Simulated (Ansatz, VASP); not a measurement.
# MgO: VASP beside Ansatz

```xyz
4
Lattice="3.3146 0.0000 0.0000 -1.6573 2.8705 0.0000 0.0000 0.0000 5.1219" Properties=species:S:1:pos:R:3 pbc="T T T"
Mg    0.0000    1.9137   -0.0406
Mg    1.6573    0.9568    2.5203
O     0.0000    1.9137    1.9664
O     1.6573    0.9568    4.5274
```

Alike in both runs: task electric field gradients; functional PBE; k mesh 15 × 15 × 8; occupations fermi-dirac, width 0.08 eV; no spin polarisation.

|  | VASP | Ansatz |
| --- | --- | --- |
| version | VASP 6.6.1 | Ansatz 0.2.0 |
| potentials or method | VASP PAW PBE potentials, release 64 (Mg, O) | PAW with Ansatz's default frozen-core files, scalar-relativistic |
| plane-wave cutoff (eV) | 520 | 420 |
| valence electrons in the cell | 16 | 32 |

VASP gave:

| Property | Result |
| --- | --- |
| gap on the k mesh at the Fermi level (eV) | 3.39 |
| pressure (GPa) | -0.4 |
| Vzz of the field gradient on the site that differs most (V/Å²) | 4.4 |

**Question.** Estimate Ansatz's values.

**Answer.** gap on the k mesh at the Fermi level (eV): 3.41; pressure (GPa): 0.0; Vzz of the field gradient on the site that differs most (V/Å²): 5.3.

With one functional, cell and mesh, what is left measures potentials, basis and numerics. The two sets of potentials don't hold the same shells in valence.

Caveats: an odd mesh through Γ misses points on the zone boundary, where band edges often lie.
